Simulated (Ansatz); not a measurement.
# Bands of MgO

```xyz
2
Lattice="0.0000 2.3059 2.3059 2.3059 0.0000 2.3059 2.3059 2.3059 0.0000" Properties=species:S:1:pos:R:3 pbc="T T T"
Mg    0.0000    0.0000    0.0000
O     1.1529    1.1529    1.1529
```

Atom numbers follow the list: Mg1, O2.

The cell was built from the zincblende type and relaxed in the same program, and has space group F-43m; it needn't be a known or the stable phase.

These are results of DFT, PBE, all-electron LAPW, scalar-relativistic in Ansatz 0.2.0, not measurements.

Settings: a Γ-centred 13×13×13 k mesh, Fermi–Dirac smearing of 0.08 eV, basis error target 0.5 meV/atom, no spin polarisation.

Points in fractions of the reciprocal vectors of this cell: Γ (0, 0, 0), X (-0.5, -0.5, 0), U (-0.375, -0.375, 0.25), K (-0.375, 0, 0.375), L (0, 0, 0.5), W (-0.5, -0.25, 0.25). The path joins them by straight lines in the order Γ–X–U–K–Γ–L–W–X; legs that retrace an earlier one aren't tabulated. Energies are in eV from the top of the valence band.

List the levels at W between -5 and 5 eV.

-1.70, -1.59, -1.01.

List the levels at Γ between -5 and 5 eV.

0.00 (×3), 3.48.

List the levels at L between -5 and 5 eV.

-2.94, -0.18 (×2).

What is the band gap?

3.48 eV, direct at Γ.
